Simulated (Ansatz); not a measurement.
# KBr: the cost of one run

Computed with the Python package of Ansatz 0.2.0. Level of theory: DFT PBEsol, plane waves, PAW.

### 1 Starting point

KBr Fm-3m: It takes space group Fm-3m (No. 225, cubic). Conventional cell: a = 6.600 Å, b = 6.600 Å, c = 6.600 Å, α = 90.00°, β = 90.00°, γ = 90.00°. K (site symmetry m-3m) is surrounded by 6 Br at 3.30 Å. Br (site symmetry m-3m) has 6 K at 3.30 Å as nearest neighbours.

K Im-3m: The structure is cubic, space group Im-3m (No. 229). Conventional cell: a = 5.225 Å, b = 5.225 Å, c = 5.225 Å, α = 90.00°, β = 90.00°, γ = 90.00°.

Br Cmce: It takes space group Cmce (No. 64, orthorhombic). Conventional cell: a = 6.726 Å, b = 4.645 Å, c = 8.702 Å, α = 90.00°, β = 90.00°, γ = 90.00°. Br (site symmetry m) is surrounded by 1 Br at 2.29 Å.

Input file kbr_kbr.cif:

```cif
data_KBr
_cell_length_a 4.666905
_cell_length_b 4.666905
_cell_length_c 4.666905
_cell_angle_alpha 60.00000
_cell_angle_beta 60.00000
_cell_angle_gamma 60.00000
_symmetry_space_group_name_H-M 'P 1'
_symmetry_Int_Tables_number 1
loop_
_symmetry_equiv_pos_as_xyz
'x, y, z'
loop_
_atom_site_label
_atom_site_type_symbol
_atom_site_fract_x
_atom_site_fract_y
_atom_site_fract_z
K1 K    0.000000    0.000000    0.000000
Br2 Br    0.500000    0.500000    0.500000
```

kbr_k.vasp, read by the script:

```text
K
1.0
  -2.61250000    2.61250000    2.61250000
   2.61250000   -2.61250000    2.61250000
   2.61250000    2.61250000   -2.61250000
K
1
Direct
   0.00000000    0.00000000    0.00000000
```

The script reads kbr_br.cif:

```cif
data_Br
_cell_length_a 4.087259
_cell_length_b 4.087259
_cell_length_c 8.702300
_cell_angle_alpha 90.00000
_cell_angle_beta 90.00000
_cell_angle_gamma 69.25537
_symmetry_space_group_name_H-M 'P 1'
_symmetry_Int_Tables_number 1
loop_
_symmetry_equiv_pos_as_xyz
'x, y, z'
loop_
_atom_site_label
_atom_site_type_symbol
_atom_site_fract_x
_atom_site_fract_y
_atom_site_fract_z
Br1 Br    0.865100    0.134900    0.109900
Br2 Br    0.634900    0.365100    0.609900
Br3 Br    0.134900    0.865100    0.890100
Br4 Br    0.365100    0.634900    0.390100
```

### 2 The code

File kbr_formation.py:

```python
"""Is KBr bound against its elements, after relaxing cells and atoms."""

from collections import Counter
import warnings

import ansatz as az
from ase.io import read
import numpy as np

CUTOFF = 380
FUNCTIONAL = "pbesol"
TOLERANCE = 1e-07
K_SPACING = 0.3
SMEARING = "fermi_dirac"
SMEARING_WIDTH = 0.05


def run_phase(name, crystal):
    calc = (
        crystal.calculation()
        .basis(CUTOFF)
        .functional(FUNCTIONAL)
        .scf(tolerance=TOLERANCE)
        .kpoints(spacing=K_SPACING)
        .occupations(SMEARING, width=SMEARING_WIDTH)
        .stress()
    )
    calc = calc.relax(force_tolerance=0.01, max_steps=60, cell=True)
    return calc.run(threads=1)


def counts(outcome):
    return Counter(site.symbol for site in outcome.lattice.sites)

def formation_energy(outcome, mu):
    n = counts(outcome)
    return (outcome.report["energy_sigma0_ev"] - sum(k * mu[element] for element, k in n.items())) / sum(n.values())


def volume_per_atom(outcome):
    return abs(np.linalg.det(outcome.lattice.cell_ang)) / len(outcome.lattice.sites)


def main() -> None:
    warnings.simplefilter("ignore")

    phases = {}
    atoms = read("kbr_kbr.cif")
    kbr = az.Crystal.from_ase(atoms)
    phases["KBr"] = kbr
    atoms = read("kbr_k.vasp", format="vasp")
    k = az.Crystal.from_ase(atoms)
    phases["K"] = k
    atoms = read("kbr_br.cif")
    br = az.Crystal.from_ase(atoms)
    phases["Br"] = br

    done = {name: run_phase(name, crystal) for name, crystal in phases.items()}

    # energy of one atom in its reference phase
    references = {"K": "K", "Br": "Br"}
    mu = {element: done[name].report["energy_sigma0_ev"] / len(done[name].lattice.sites) for element, name in references.items()}

    target = done["KBr"]
    heat = formation_energy(target, mu)
    rows = [(name, len(o.lattice.sites), volume_per_atom(o), formation_energy(o, mu)) for name, o in done.items()]
    print("| phase | atoms | V (A^3/atom) | E_form (eV/atom) |")
    print("| --- | --- | --- | --- |")
    for row in rows:
        print(f"| {row[0]} | {row[1]:d} | {row[2]:.3f} | {row[3]:.4f} |")


if __name__ == "__main__":
    main()
```

### 3 The input behind the calls

The package turns the script's settings into the engine's input (first run):

```yaml
crystal:
  lattice:
    - [4.666905, 0.0, 0.0]
    - [2.3334525000000004, 4.041658287048615, 0.0]
    - [2.3334525000000004, 1.3472194290162054, 3.8105119760145088]
  atoms:
    - { symbol: K, position: [0.0, 0.0, 0.0] }
    - { symbol: Br, position: [0.4999999999999999, 0.5, 0.5] }
basis:
  ecutwfc: 380.0
kpoints:
  mp_grid:
    kspacing: 0.3
hamiltonian:
  xc: pbesol
scf:
  convergence:
    dr2_threshold: 1.0e-07
  occupations:
    method: fermi_dirac
    width: 0.05
relax:
  f_tol: 0.01
  max_steps: 60
  cell: {}
output:
  stress: true
```

### 4 The run

Command:

```bash
$ python kbr_formation.py
```

What time and memory should one allow on 1 thread of Arm Neoverse V2, shared host?

About 36 s, with a peak of 0.5 GiB.
